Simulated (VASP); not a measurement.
Wanted: the native input for a VASP 6.6.1 run.

| Quantity | Value |
| --- | --- |
| Task | relaxation of cell and atoms |
| Functional | revPBE |
| Dispersion | D3(BJ) |
| Potentials or basis | VASP PAW PBE potentials, release 64 (Mg) |
| Cutoff | 600 eV |
| k mesh | 10 × 10 × 5 |
| Occupations | fermi-dirac, width 0.05 eV |
| Spin | no spin polarisation |
| Further INCAR settings | ALGO = Fast; EDIFF = 1e-06; IBRION = 2; EDIFFG = -0.01; NSW = 40; ISIF = 3 |

The structure of Mg lies in POSCAR:

```
Mg
1.0
    3.2093000000      0.0000000000      0.0000000000
   -1.6046500000      2.7793353284      0.0000000000
    0.0000000000      0.0000000000      5.2103000000
Mg
2
Direct
    0.6666666667      0.3333333333      0.7500000000
    0.3333333333      0.6666666667      0.2500000000
```

These files were run (other wordings do the same):

INCAR

```
SYSTEM = Mg
  PREC = Accurate
  ENCUT = 600
  EDIFF = 1E-6
  ISMEAR = -1
  SIGMA = 0.05
  LREAL = .False.
  LASPH = .True.
  NELM = 100
  ALGO = Fast
  ISIF = 3
  LWAVE = .False.
  LCHARG = .False.
  GGA = RE
  IVDW = 12
  IBRION = 2
  NSW = 40
  EDIFFG = -0.01
```

KPOINTS

```
Automatic mesh
0
Gamma
  10 10 5
  0 0 0
```

Potentials or basis: VASP PAW PBE potentials, release 64 (Mg).

Run with:

```sh
$ cat potpaw_PBE.64/Mg/POTCAR > POTCAR
$ mpirun -np 1 vasp_std > vasp.out
```

It gave:

* Relaxed volume: 21.20 Å³/atom
* Relaxed cell: a = 3.085 Å, b = 3.085 Å, c = 5.144 Å, α = 90.00°, β = 90.00°, γ = 120.00°
* Space group after relaxing (to 0.05 Å): P6_3/mmc (No. 194)
* Energy gained by relaxing: 24.4 meV/atom
* Ionic steps: 10
* Pressure after relaxing: 0.0 GPa
* Band gap on the k mesh: none (metal or under the smearing width)
* Dispersion energy per atom: -0.587 eV

Caveat: the PAW data sets were made with another functional, which shifts forces and pressure a little; pairwise dispersion overbinds metals, which lowers pressure and volume.

Run time: 50 s on 1 thread of Intel(R) Xeon(R) Platinum 8488C (Sapphire Rapids), with other jobs on the host, peak memory 0.2 GiB.
